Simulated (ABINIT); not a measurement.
Here is an ABINIT 10.8.3 (patched build) calculation.

run.abi

```
ndtset 7
getwfk -1
scalecart1 3*0.9795861087
scalecart2 3*0.9864848297
scalecart3 3*0.9932883884
scalecart4 3*1.0000000000
scalecart5 3*1.0066227096
scalecart6 3*1.0131594038
scalecart7 3*1.0196128224

pp_dirpath "./"
pseudos "Ge.upf"

acell 3*1.0 Angstrom
rprim
     0.0000000000     2.8289100000     2.8289100000
     2.8289100000     0.0000000000     2.8289100000
     2.8289100000     2.8289100000     0.0000000000
ntypat 1
znucl 32
natom 2
typat 1 1
xred
     0.7500000000     0.7500000000     0.7500000000
     0.5000000000     0.5000000000     0.5000000000

ecut 39.0

kptopt 1
ngkpt 8 8 8
nshiftk 1
shiftk 0.0 0.0 0.0

ixc -116133

nband 18
occopt 3
tsmear 0.00183747

nstep 100
tolvrs 1.0e-10

iomode 3
prtwf 1
prtden 0
prteig 0
prtebands 0
enunit 1
```

Potentials or basis: PseudoDojo NC SR PBEsol v0.4.1 standard.

Command:

```console
$ abinit run.abi > log 2>&1
```

**Question.** Estimate the pressure derivative of the bulk modulus.

**Answer.** 4.8 (rough: it moves with the points fitted).

**Question.** Predict the equilibrium volume.

**Answer.** 22.86 Å³/atom.

Energy against volume, from the lowest point:
```
volume (Å³/atom)  energy (meV/atom)
          21.281              25.41
          21.733              12.15
          22.186               3.89
          22.639               0.03
          23.092               0.00
          23.545               3.50
          23.997              10.17
```

Caveat: pressures at fixed basis lie under the slope of the energies.

**The experiment to reproduce.**

From “Sub-monolayer structures of Ag overlayers on Ge(111): experimental observations and first-principles study”, 2019, arxiv:1908.00180, for a bulk crystal of Ge: bulk modulus 75.8 GPa.

Against the measured bulk modulus of Ge, 75.8 GPa (quoted in “Sub-monolayer structures of Ag overlayers on Ge(111): experimental observations and first-principles study”, 2019, arxiv:1908.00180), the calculated 66 GPa is off by -12.8 %. The fit is for a static lattice scaled at fixed shape and fixed fractional positions. The cell as given is a measured one (22.64 Å³/atom); PBEsol puts the equilibrium volume +1.0 % from it, thermal expansion not counted.
